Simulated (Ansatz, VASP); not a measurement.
# Moving spin-orbit coupling in GaP

The cell as given:

The structure is cubic, space group F-43m (No. 216). The conventional cell has a = 5.451 Å, b = 5.451 Å, c = 5.451 Å, α = 90.00°, β = 90.00°, γ = 90.00°. Ga (site symmetry -43m) is surrounded by 4 P at 2.36 Å. Around P (site symmetry -43m) lie 4 Ga at 2.36 Å.

Kept alike: task relaxation of cell and atoms; functional PBEsol; k mesh 6 × 6 × 6; occupations fermi-dirac, width 0.05 eV. Program: Ansatz, Ansatz PAW, cutoff 420 eV. The mesh is that of the run's cell of 2 atoms.

| spin-orbit coupling | band gap (eV) | volume (Å³/atom) |
| --- | --- | --- |
| off | 1.496 | 20.113 |
| on | 1.468 | 20.110 |

Gaps hold for each row's own relaxed cell. The relaxations keep at least the cell's symmetry (F-43m). Relaxations stop with a little pressure left, so the last digits of a volume or edge aren't settled. A gap read on the mesh alone can miss an edge between its points. All rows use potentials made for PBE.

The band gap runs from 1.468 (on) to 1.496 eV (off). Spin-orbit coupling splits p and d bands at the edges, and the more so the heavier the atoms. Measured: 2.34 eV at 10 K (arxiv:1810.01194); nearest off, 0.844 eV off. Semilocal gaps fall short of quasiparticle gaps. The volume runs from 20.110 (on) to 20.113 Å³/atom (off). Measured: 20.24 Å³/atom (pmc:10995952, doi:10.1021/acs.cgd.3c01337); nearest off; on, 0.13 Å³/atom off. The runs are for a static lattice. A twin series (VASP, PBE PAW files Ga_d, P, 600 eV) moves it by -0.0019 between off and on, against -0.0037 Å³/atom here.

Spin-orbit coupling narrows the gap of GaP slightly and leaves the volume practically unchanged. With the two cells so nearly equal, the narrowing must be almost wholly a direct electronic effect and not a response to strain. The valence-band top at Γ is built mainly from P 3p states with some Ga 4p. The coupling splits it into a raised fourfold level and a lowered twofold one, while the conduction minimum near X, which has no comparable orbital degeneracy, should barely move. The gap therefore closes by roughly the rise of the upper valence level, which is modest because phosphorus is light.

The bonding is hardly touched because the split valence states are all filled: their shifts largely cancel in the total energy, leaving only a weak higher-order effect on the equilibrium volume. Since the coupling lowers the gap, its omission can't explain the shortfall against the measured value; including it makes the disagreement slightly larger. The gaps alone don't give the full split-off energy, which would have to be read from the valence levels at Γ.
